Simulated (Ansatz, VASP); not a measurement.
# CdS in VASP and in Ansatz

```
CELL_PARAMETERS angstrom
4.12792 0.00000 0.00000
-2.06396 3.57488 0.00000
0.00000 0.00000 6.18494
ATOMIC_POSITIONS crystal
Cd 0.00000 0.00000 0.44269
S 0.66667 0.33333 0.43431
```

Alike in both runs: task single point; functional PBEsol; k mesh 9 × 9 × 6; occupations gaussian, width 0.05 eV; no spin polarisation.

|  | VASP | Ansatz |
| --- | --- | --- |
| version | VASP 6.6.1 | Ansatz 0.2.0 |
| potentials or method | VASP PAW PBE potentials, release 64 (Cd, S) | scalar-relativistic, plane waves, PAW |
| plane-wave cutoff (eV) | 520 | 420 |
| valence electrons in the cell | 18 | 26 |

|  | VASP | Ansatz | Ansatz less VASP |
| --- | --- | --- | --- |
| gap on the k mesh at the Fermi level (eV) | 1.65 | 1.64 | -0.009 |
| least direct gap on the mesh (eV) | 1.65 | 1.64 | -0.009 |
| pressure (GPa) | 1.6 | 1.3 | -0.26 |
| largest component of the traceless stress (GPa) | 1.62 | 1.35 | -0.273 |
| rms of the force components (eV/Å) | 0.007 | 0.004 | -0.0028 |

Atom by atom the forces differ by 0.003 eV/Å (rms over components). The two sets of potentials don't hold the same shells in valence.

Caveats: the PAW data sets were made with another functional, which shifts forces and pressure a little (VASP); an odd mesh through Γ misses points on the zone boundary, where band edges often lie. As with any semilocal functional, this PBEsol gap is likely too small.
